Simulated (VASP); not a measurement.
A run of VASP 6.6.1:

INCAR

```
  ALGO = Fast
  EDIFF = 1E-4
  EDIFFG = -0.08
  ENCUT = 520
  GGA = PE
  IBRION = 2
  ISIF = 3
  ISMEAR = 0
  LASPH = True
  LCHARG = False
  LREAL = False
  LWAVE = False
  NELM = 60
  NSW = 24
  PREC = Normal
  SIGMA = 0.15
```

File KPOINTS:

```
k-points
0
Gamma
  6 6 3
```

POSCAR

```
BeTe
1.0
    3.0136500200      0.0000000000      0.0000000000
   -1.5068250100      2.6098974800      0.0000000000
    0.0000000000      0.0000000000      6.1442862000
Be Te
1 1
Direct
    0.0000000000      0.0000000000      0.5000000000
    0.0000000000      0.0000000000      0.0000000000
```

Potentials or basis: VASP PAW PBE potentials, release 64 (Be, Te).

Run with:

```console
$ cat potpaw_PBE.64/Be/POTCAR potpaw_PBE.64/Te/POTCAR > POTCAR
$ mpirun -np 1 vasp_std > vasp.out
```

Hardware: 1 thread of AMD EPYC 7R43 64-Core Processor (Zen 3), on a shared host.

Problem. How long does it take, and how much memory?

Solution. It took 59 s on 1 thread of AMD EPYC 7R43 64-Core Processor (Zen 3), with other jobs on the host, peak memory 0.1 GiB. Counts: scf iterations 63, k points 14, ion steps 10.
